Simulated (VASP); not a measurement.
# BaS (Fm-3m) in VASP: settings compared, part 2 of 2

VASP 6.6.1. Earlier steps stand in the parts before.

**4. Relaxation of cell and atoms, PBEsol+D3(BJ)**

The input, INCAR:

```
PREC = Accurate
ENCUT = 600
EDIFF = 1E-6
ISMEAR = -1
SIGMA = 0.05
LREAL = F
LASPH = T
NELM = 60
ALGO = Normal
ISIF = 3
LWAVE = F
LCHARG = F
GGA = PS
IVDW = 12
IBRION = 2
NSW = 80
EDIFFG = -0.005
```

The input, KPOINTS:

```
regular mesh
0
Gamma
  7 7 7
```

The input, POSCAR:

```
BaS
1.0
    0.0000000000      3.1937500000      3.1937500000
    3.1937500000      0.0000000000      3.1937500000
    3.1937500000      3.1937500000      0.0000000000
Ba S
1 1
Direct
    0.0000000000      0.0000000000      0.0000000000
    0.5000000000      0.5000000000      0.5000000000
```

Potentials or basis: VASP PAW PBE potentials, release 64 (Ba_sv, S).

Started as:

```
> cat potpaw_PBE.64/Ba_sv/POTCAR potpaw_PBE.64/S/POTCAR > POTCAR
> mpirun -np 1 vasp_std > vasp.out
```

OUTCAR:

```text
PREC = Accurate
   ENCUT = 600
   EDIFF = 1E-6
   ISMEAR = -1
   LREAL = F
   LASPH = T
   NELM = 60
   ISIF = 3
   GGA = PS
   IVDW = 12
   IBRION = 2
   NSW = 80
   EDIFFG = -0.005
 IVDW          = 12

 ion  position               nearest neighbor table
   1  0.000  0.000  0.000-   2 3.19   2 3.19   2 3.19   2 3.19   2 3.19   2 3.19
   2  0.500  0.500  0.500-   1 3.19   1 3.19   1 3.19   1 3.19   1 3.19   1 3.19

  LATTYP: Found a face centered cubic cell.
 ALAT       =     6.3875000000

  Lattice vectors:

 A1 = (   0.0000000000,   3.1937500000,   3.1937500000)
 A2 = (   3.1937500000,   0.0000000000,   3.1937500000)
 A3 = (   3.1937500000,   3.1937500000,   0.0000000000)

Analysis of symmetry for initial positions (statically):
=====================================================================
 Subroutine PRICEL returns:
 Original cell was already a primitive cell.

 Routine SETGRP: Setting up the symmetry group for a
 face centered cubic supercell.

 Subroutine GETGRP returns: Found 48 space group operations
 (whereof 48 operations were pure point group operations)
 out of a pool of 48 trial point group operations.

The static configuration has the point symmetry O_h .

Analysis of symmetry for dynamics (positions and initial velocities):
[... 144 lines left out ...]
--------------------------------------- Ionic step        1  -------------------------------------------

 number of electron      16.0000001 magnetization

 Free energy of the ion-electron system (eV)
  ---------------------------------------------------
  ext. energy  EPLUGINS =         0.00000000
  ---------------------------------------------------
  free energy    TOTEN  =       -10.71821377 eV

  energy without entropy =      -10.71821377  energy(sigma->0) =      -10.71821377

 E-fermi :   2.3607     XC(G=0):  -8.8229

 val. band max:        1.3420400452   @ k =   0.0000   0.0000   0.0000
 cond. band min:       3.3846740242   @ k =   0.4286   0.4286   0.0000
 fundamental gap:      2.0426339790
 Fermi energy:         2.3607034043

 k-point     1 :       0.0000    0.0000    0.0000
  band No.  band energies     occupation
      1     -24.6931      2.00000
      2      -9.7356      2.00000
      3      -9.7356      2.00000
      4      -9.7356      2.00000
      5      -9.0104      2.00000
      6       1.3420      2.00000
      7       1.3420      2.00000
      8       1.3420      2.00000
      9       4.7507      0.00000
     10       5.1264      0.00000
     11       5.1264      0.00000
     12       5.1264      0.00000
[... 362 lines left out ...]
--------------------------------------- Ionic step        3  -------------------------------------------

 number of electron      15.9999998 magnetization

 Free energy of the ion-electron system (eV)
  ---------------------------------------------------
  ext. energy  EPLUGINS =         0.00000000
  ---------------------------------------------------
  free energy    TOTEN  =       -10.70801384 eV

  energy without entropy =      -10.70801384  energy(sigma->0) =      -10.70801384

 E-fermi :   2.5860     XC(G=0):  -9.0177

 val. band max:        1.5903060217   @ k =   0.0000   0.0000   0.0000
 cond. band min:       3.5453954695   @ k =   0.4286   0.4286   0.0000
 fundamental gap:      1.9550894478
 Fermi energy:         2.5859512434

 k-point     1 :       0.0000    0.0000    0.0000
  band No.  band energies     occupation
      1     -24.3064      2.00000
      2      -9.3426      2.00000
      3      -9.3426      2.00000
      4      -9.3426      2.00000
      5      -8.8359      2.00000
      6       1.5903      2.00000
      7       1.5903      2.00000
      8       1.5903      2.00000
      9       5.2256      0.00000
     10       5.3705      0.00000
     11       5.3705      0.00000
     12       5.3705      0.00000
[... 316 lines left out ...]
  FREE ENERGIE OF THE ION-ELECTRON SYSTEM (eV)
  ---------------------------------------------------
  free  energy   TOTEN  =       -11.3387561633 eV

  energy  without entropy=      -11.3387561631  energy(sigma->0) =      -11.33875616

 reached required accuracy - stopping structural energy minimisation
```

OSZICAR:

```text
N       E                     dE             d eps       ncg     rms          rms(c)
DAV:   1     0.925190321710E+02    0.92519E+02   -0.75088E+03   480   0.130E+03
DAV:   2    -0.552934922872E+01   -0.98048E+02   -0.90491E+02   660   0.200E+02
DAV:   3    -0.110174410144E+02   -0.54881E+01   -0.54434E+01   628   0.531E+01
[... 24 lines left out ...]
DAV:   3    -0.107079318041E+02    0.39183E-02   -0.12373E-02   704   0.813E-01    0.148E-01
DAV:   4    -0.107079580935E+02   -0.26289E-04   -0.37385E-04   736   0.150E-01    0.912E-02
DAV:   5    -0.107080110301E+02   -0.52937E-04   -0.13596E-04   752   0.801E-02    0.387E-02
DAV:   6    -0.107080138708E+02   -0.28407E-05   -0.60635E-06   732   0.207E-02    0.226E-03
DAV:   7    -0.107080138435E+02    0.27281E-07   -0.18512E-07   320   0.377E-03
   3 F= -.11338756E+02 E0= -.11338756E+02  d E =-.200363E-01
```

CONTCAR:

```text
BaS
   1.00000000000000
     0.0000000000000000    3.1448728707895586    3.1448728707895586
     3.1448728707895586    0.0000000000000000    3.1448728707895586
     3.1448728707895586    3.1448728707895586    0.0000000000000000
  Ba              S
     1     1
Direct
     0.0000000000000000    0.0000000000000000    0.0000000000000000
     0.5000000000000000    0.5000000000000000    0.5000000000000000

  0.00000000E+00  0.00000000E+00  0.00000000E+00
  0.00000000E+00  0.00000000E+00  0.00000000E+00
```

Wall time 24 s (1 thread of AMD EPYC 9R45 (Zen 5), shared host); peak memory 0.19 GiB.

What came out:

- Free energy: -11.3388 eV
- Relaxed volume: 31.10 Å³/atom
- Relaxed cell: a = 4.448 Å, b = 4.448 Å, c = 4.448 Å, α = 60.00°, β = 60.00°, γ = 60.00°
- Space group after relaxing (to 0.1 Å): Fm-3m (No. 225)
- Energy gained by relaxing: 10.0 meV/atom
- Ionic steps: 3
- Pressure after relaxing: 0.0 GPa
- Band gap on the k mesh: 1.96 eV (least direct gap 2.08 eV)
- Dispersion energy per atom: -0.315 eV

Step by step:
```tsv
step	energy change (eV)	largest force (eV/Å)	pressure (GPa)	volume (Å³)
1	0.0000	0.0000	-2.09	65.15
2	-0.0175	0.0000	0.83	61.23
3	-0.0200	0.0000	0.00	62.21
```

Final structure:
```yaml
crystal:
  lattice:
    - [0.00000, 3.14487, 3.14487]
    - [3.14487, 0.00000, 3.14487]
    - [3.14487, 3.14487, 0.00000]
  atoms:
    - { symbol: Ba, position: [0.00000, 0.00000, 0.00000] }
    - { symbol: S, position: [0.50000, 0.50000, 0.50000] }
```

Caveat: the PAW data sets were made with another functional, which shifts forces and pressure a little; spin-orbit coupling is left out, which moves the levels of the heavy elements; an odd mesh through Γ misses points on the zone boundary, where band edges can lie.

**5. Relaxation of cell and atoms, RPBE**

The input, INCAR:

```
PREC     = Accurate       # precision mode
ENCUT    = 600            # plane-wave cutoff, eV
EDIFF    = 1E-6           # SCF threshold, eV
ISMEAR   = -1             # smearing method
SIGMA    = 0.05           # smearing width, eV
LREAL    = False          # projectors in reciprocal space
LASPH    = True           # aspherical terms in the spheres
NELM     = 80             # most SCF steps
ALGO     = Normal         # electronic algorithm
ISIF     = 3              # what is computed and relaxed
LWAVE    = False          # write WAVECAR
LCHARG   = False          # write CHGCAR
GGA      = RP             # functional
IBRION   = 2              # ionic algorithm
NSW      = 80             # ionic steps
EDIFFG   = -0.02          # ionic threshold
```

KPOINTS is that of step 4.

POSCAR is that of step 4.

Started as:

```
> cat potpaw_PBE.64/Ba_sv/POTCAR potpaw_PBE.64/S/POTCAR > POTCAR
> mpirun -np 1 vasp_std > vasp.out
```

Wall time 29 s (1 thread of AMD EPYC 9R45 (Zen 5), shared host); peak memory 0.19 GiB.

Results (log left out):

```
Free energy                           : -9.6552 eV
Relaxed volume                        : 34.94 Å³/atom
Relaxed cell                          : a = 4.623 Å, b = 4.623 Å, c = 4.623 Å, α = 60.00°, β = 60.00°, γ = 60.00°
Space group after relaxing (to 0.1 Å) : Fm-3m (No. 225)
Energy gained by relaxing             : 21.0 meV/atom
Ionic steps                           : 3
Pressure after relaxing               : 0.0 GPa
Band gap on the k mesh                : 2.41 eV (least direct gap 2.58 eV)
```

The path:
```csv
step,energy change (eV),largest force (eV/Å),pressure (GPa),volume (Å³)
1,0.0000,0.0000,3.03,65.15
2,-0.0396,0.0000,-0.62,71.13
3,-0.0420,0.0000,0.01,69.88
```

Final structure:
```xyz
2
Lattice="0.0000 3.2692 3.2692 3.2692 0.0000 3.2692 3.2692 3.2692 0.0000" Properties=species:S:1:pos:R:3 pbc="T T T"
Ba    0.0000    0.0000    0.0000
S     3.2692    3.2692    3.2692
```

Levels at points of the mesh, in eV from the valence-band top:
| k point | band 6 | band 7 | band 8 | band 9 | band 10 | band 11 |
| --- | --- | --- | --- | --- | --- | --- |
| (0.00, 0.00, 0.00) | 0.00 | 0.00 | 0.00 | 3.50 | 3.95 | 3.95 |

Caveat: the PAW data sets were made with another functional, which shifts forces and pressure a little; spin-orbit coupling is left out, which moves the levels of the heavy elements; an odd mesh through Γ misses points on the zone boundary, where band edges can lie. RPBE and its kin give volumes clearly too large for solids.

**6. Summary**

| task | level | cell | cutoff (eV) | smearing | gap on the mesh (eV) | pressure (GPa) | relaxed volume (Å³/atom) |
| --- | --- | --- | --- | --- | --- | --- | --- |
| single point | PBE | a = 4.517 Å, angles 60.0°, 2 atoms | 520 | gaussian 0.021 eV | 2.17 | 1.4 | - |
| single point | RPBE | a = 4.606 Å, angles 60.0°, 2 atoms | 520 | fermi-dirac 0.05 eV | 2.40 | 0.4 | - |
| relaxation of cell and atoms | PBEsol+D3(BJ) | relaxed from a = 4.517 Å, angles 60.0°, 2 atoms | 600 | fermi-dirac 0.05 eV | 1.96 | 0.0 | 31.10 |
| relaxation of cell and atoms | RPBE | relaxed from a = 4.517 Å, angles 60.0°, 2 atoms | 600 | fermi-dirac 0.05 eV | 2.41 | 0.0 | 34.94 |

Alike in all rows: potentials or basis VASP PAW PBE potentials, release 64 (Ba_sv, S); no spin polarisation; k mesh 7 × 7 × 7.

Caveats: spin-orbit coupling is left out, which moves the levels of the heavy elements; an odd mesh through Γ misses points on the zone boundary, where band edges can lie; the PAW data sets were made with another functional, which shifts forces and pressure a little (at least some runs).

Absolute energies hang on the potentials; compare differences alone.

**7. How close it comes**

Step 3. Measured gap of BaS: 3.806 eV (indirect; 2 K; a printed reference work, monograph, original work of 1988). This calculation gives 2.40 eV (-1.41 eV). Spin-orbit coupling on Ba is left out. The value is that of RPBE on a finite k mesh, which can miss the band edges, without temperature or zero-point motion. Semilocal functionals fall short of measured gaps as a rule.
